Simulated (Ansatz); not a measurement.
LiCl (started from an entry of an open crystallographic database), relaxed with r2SCAN in the plane-wave code Ansatz. The symmetry is Fm-3m (No. 225, cubic); a = 5.112 Å in the conventional setting, 16.70 Å³ an atom. Li has 6 Cl at 2.56 Å; Cl has 6 Li at 2.56 Å.

The axes x, y and z are those of this cell:
```yaml
crystal:
  lattice:
    - [0.00000, 2.55603, 2.55603]
    - [2.55603, 0.00000, 2.55603]
    - [2.55603, 2.55603, 0.00000]
  atoms:
    - { symbol: Li, position: [0.00000, 0.00000, 0.00000] }
    - { symbol: Cl, position: [0.50000, 0.50000, 0.50000] }
```

Unstrained: The PBE gap is indirect, 6.384 eV (Γ–K (0.19 of the way from Γ) to Γ), below the direct gap of 6.387 eV at Γ. Least and direct gap differ so little that the kind isn't settled. r2SCAN gives an indirect gap of 7.291 eV, from Γ–K (0.19 of the way from Γ) to Γ; the least direct gap is 7.291 eV at Γ. Least and direct gap differ so little that the kind isn't settled. With HSE06 the valence top lies at Γ–K (0.19 of the way from Γ) and the conduction bottom at Γ, 7.785 eV higher; the smallest vertical gap, at Γ, is 7.787 eV. Least and direct gap differ so little that the kind isn't settled. Meshes: PBE 8×8×8, r2SCAN 8×8×8, HSE06 6×6×6. Strains are changes of length per length, and xy shears are angles. After each strain the atoms were relaxed again with r2SCAN within the symmetry that the strain leaves, so tilts or polar shifts that break it weren't tested; points keep the names that they have in the unstrained zone. Spin-unpolarised throughout; all numbers are computed.

Question: One strain changed the r2SCAN stress by xx -1.03, yy -1.03, zz -0.58 GPa (compression positive) and the gap by -0.165 eV (PBE), -0.180 eV (r2SCAN), -0.175 eV (HSE06). Which kind of strain was it, and roughly how large?

Answer: Biaxial +1.37 % in x and y, z held. The pattern of the stress gives the kind; the size needs the stiffness, so it is an estimate.

Question: Apply xy shear, engineering strain (angle) +3.47 %. How far does the gap move, against the unstrained cell?

Answer: PBE: the gap goes from 6.384 to 6.272 eV (-0.112 eV); least and direct gap lie within 0.04 eV, so its kind isn't settled. r2SCAN: the gap goes from 7.291 to 7.172 eV (-0.119 eV); least and direct gap lie within 0.04 eV, so its kind isn't settled. HSE06: the gap goes from 7.785 to 7.668 eV (-0.117 eV); least and direct gap lie within 0.04 eV, so its kind isn't settled. The r2SCAN energy rises by 1.7 meV an atom.

Question: One strain changed the r2SCAN stress by xx -1.04, yy -1.04, zz -2.36 GPa (compression positive) and the gap by -0.364 eV (PBE), -0.392 eV (r2SCAN), -0.386 eV (HSE06). Which kind of strain was it, and roughly how large?

Answer: Uniaxial +5.42 % along z, other directions held. The pattern of the stress gives the kind; the size needs the stiffness, so it is an estimate.

Question: Apply isotropic -1.88 % on every length. How far does the gap move, against the unstrained cell?

Answer: PBE: the gap goes from 6.384 to 6.729 eV (+0.345 eV); the edges go from Γ–K (0.19) → Γ to Γ–K (0.21) → Γ. r2SCAN: the gap goes from 7.291 to 7.599 eV (+0.308 eV); the edges go from Γ–K (0.19) → Γ to Γ–K (0.21) → L. HSE06: the gap goes from 7.785 to 8.150 eV (+0.365 eV); the edges go from Γ–K (0.19) → Γ to Γ–K (0.21) → Γ. The r2SCAN energy rises by 6.2 meV an atom.

Where an edge lies off the special points, it is a point of the mesh or the k point where a search put PBE's edge or least direct gap, reused for the other functionals, whose own edges may lie a little apart.

The meshes of the hybrids are coarse, so their gaps aren't converged to the digits shown.
